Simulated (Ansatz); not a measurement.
**Cu, hcp: geometry optimisation**

These are results of DFT, PBE, plane waves (420 eV) with PAW, scalar-relativistic (Ansatz), not measurements.

k-point mesh 14×14×8, Fermi-Dirac smearing 0.1 eV, no spin polarisation. Cell and atoms relax.

Starting structure:

```yaml
crystal:
  lattice:
    - [2.5561591618, 0.0, 0.0]
    - [-1.2780795809, 2.2136987702, 0.0]
    - [0.0, 0.0, 4.1742079112]
  atoms:
    - { symbol: Cu, position: [0.3333333333, 0.6666666667, 0.25] }
    - { symbol: Cu, position: [0.6666666667, 0.3333333333, 0.75] }
hamiltonian:
  xc: pbe
  pseudopotentials:
    kind: paw
    azcp:
      Cu: "pseudopotentials/Cu.paw.azcp"
basis:
  ecutwfc: 420
  fft_grid_basis: typed
kpoints:
  mp_grid: { grid: [14, 14, 8], shift: [0, 0, 0] }
magnetization:
  spin_polarized: false
scf:
  occupations: { method: fermi_dirac, width: 0.1 }
relax:
  max_steps: 60
  f_tol: 0.01
  cell: {}
```

Q: What cell does the relaxation end in?

A: P6_3/mmc with a = 2.566 Å, c = 4.202 Å (c/a = 1.637); 11.98 Å³ per atom against 11.81 at the start (1.5 %).

Q: How much energy does the relaxation gain?

A: 1.1 meV per atom.
